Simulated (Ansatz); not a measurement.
Start of a relaxation, (100) slab as cut from the bulk (AlFe, Pm-3m (No. 221), (1 0 0) face):

```xyz
9
Lattice="2.8450 0.0000 0.0000 0.0000 2.8450 0.0000 0.0000 0.0000 26.3801" Properties=species:S:1:pos:R:3 pbc="T T T"
Fe    1.4225    1.4225    7.5000
Al    0.0000    0.0000    8.9225
Fe    1.4225    1.4225   10.3450
Al    0.0000    0.0000   11.7675
Fe    1.4225    1.4225   13.1900
Al    0.0000    0.0000   14.6125
Fe    1.4225    1.4225   16.0350
Al    0.0000    0.0000   17.4575
Fe    1.4225    1.4225   18.8801
```

Method: DFT PBEsol, scalar-relativistic, plane waves, PAW in Ansatz 0.2.0. Settings: cutoff 420 eV, Γ-centred mesh 12×12×1 on the computed 9-atom cell, Gaussian smearing of 0.10 eV; collinear spin from starting moments 0.75 0 0.75 0 0.75 0 0.75 0 0.75 μB. A dipole correction removes the field between periodic images along c.

All atoms are free. The cell is fixed. Force threshold 0.02 eV/Å. The density starts from the converged run of the unrelaxed slab.

(1) Where does it end?

Only parallel moments were tried here.

## Answers

(1) The energy falls by 0.078 eV in 4 steps, to:

```yaml
crystal:
  lattice:
    - [2.84501, 0.00000, 0.00000]
    - [0.00000, 2.84501, 0.00000]
    - [0.00000, 0.00000, 26.38006]
  atoms:
    - { symbol: Fe, position: [0.50000, 0.50000, 0.27944] }
    - { symbol: Al, position: [0.00000, 0.00000, 0.33833] }
    - { symbol: Fe, position: [0.50000, 0.50000, 0.39199] }
    - { symbol: Al, position: [0.00000, 0.00000, 0.44555] }
    - { symbol: Fe, position: [0.50000, 0.50000, 0.50000] }
    - { symbol: Al, position: [0.00000, 0.00000, 0.55445] }
    - { symbol: Fe, position: [0.50000, 0.50000, 0.60801] }
    - { symbol: Al, position: [0.00000, 0.00000, 0.66167] }
    - { symbol: Fe, position: [0.50000, 0.50000, 0.72056] }
```